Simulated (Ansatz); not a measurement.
# VO2 (P4_2/mnm): equation of state

The task here is to estimate one member of a computed series from the others.

The COD entry's cell or inner coordinates are ideal or old and differ from later refinements, so a difference from it is no clean test against experiment.

Program: Ansatz 0.2.0. Level of theory: DFT r²SCAN, scalar-relativistic, plane waves, PAW. These are calculated values, not measurements.

**The system as given**

The structure is tetragonal, space group P4_2/mnm (No. 136). Conventional cell: a = 4.541 Å, b = 4.541 Å, c = 2.830 Å, α = 90.00°, β = 90.00°, γ = 90.00°. V (site symmetry mmm) has 6 O at 1.91 to 1.93 Å as nearest neighbours. O (site symmetry m2m) is surrounded by 3 V at 1.91 to 1.93 Å.

Structure file:

```
CELL_PARAMETERS angstrom
4.54087 0.00000 0.00000
0.00000 4.54087 0.00000
0.00000 0.00000 2.83012
ATOMIC_POSITIONS crystal
V 0.00000 0.00000 0.00000
V 0.50000 0.50000 0.50000
O 0.30045 0.30045 0.00000
O 0.19955 0.80045 0.50000
O 0.69955 0.69955 0.00000
O 0.80045 0.19955 0.50000
```

This cell comes from an earlier session at r²SCAN: 9.726 Å³/atom at -0.02 GPa, on a 6×6×10 mesh.

Volume factors to run: 0.980, 1.020, 0.960, 1.040.

The first run:

Input file input.yaml:

```yaml
crystal:
  lattice:
    - [4.5103953231, 0.0, 0.0]
    - [0.0, 4.5103953231, 0.0]
    - [0.0, 0.0, 2.8111300103]
  atoms:
    - { symbol: V, position: [0.0, 0.0, 0.0], spin: 0.98 }
    - { symbol: V, position: [0.5, 0.5, 0.5], spin: 0.98 }
    - { symbol: O, position: [0.3004530105, 0.3004530105, 0.0] }
    - { symbol: O, position: [0.1995469895, 0.8004530105, 0.5] }
    - { symbol: O, position: [0.6995469895, 0.6995469895, 0.0] }
    - { symbol: O, position: [0.8004530105, 0.1995469895, 0.5] }
basis:
  ecutwfc: 500
  ecutrho_ratio: 4
kpoints:
  mp_grid: { grid: [6, 6, 10] }
hamiltonian:
  xc: r2scan
scf:
  occupations: { method: gaussian, width: 0.05 }
output:
  forces: true
  stress: true
  eigenvalues: true
  populations: true
magnetization:
  spin_polarized: true
relax:
  f_tol: 0.01
  max_steps: 40
  cell: { stress_tol: 0.1, fix: [volume] }
```

Command:

```console
> ansatz run input.yaml --threads 4 --pin off --max-ram 10240MiB --backend cpu --events-out ev --progress --plain --runs-dir out
```

Among the steps run: Scaling the volume by 0.980; Volume × 1.020; Volume × 0.960; At 1.040 of the relaxed volume.

One table of the session follows, with a row left open; its other results are not shown here.

It belongs to the step «Energy and pressure against volume». 

```
volume (Å³/atom)  energy (meV/atom)  pressure (GPa)  moment of atom 1 (μB)
           9.337              12.75           11.03                   0.86
           9.531                  ?               ?                      ?
           9.726               0.00           -0.02                   0.89
           9.920               2.80           -4.55                   0.90
          10.115              10.78           -8.46                   0.91
```

Q: Estimate the row for volume (Å³/atom) = 9.531 from the others.

Worked estimate for «energy (meV/atom)». A straight line through the neighbours (9.337, 12.75) and (9.726, 0.00) gives 12.75 + (0.00 − 12.75) × (9.531 − 9.337) / (9.726 − 9.337) = 6.39; a parabola fitted to 3 rows on both sides gives 3.33.

**Answer.** energy (meV/atom): 3.04; pressure (GPa): 5.13; moment of atom 1 (μB): 0.88. In «energy (meV/atom)» the line misses by +3.35 and the parabola by +0.29.

Caveats from the session: Warnings in the runs' records: stability check not made.
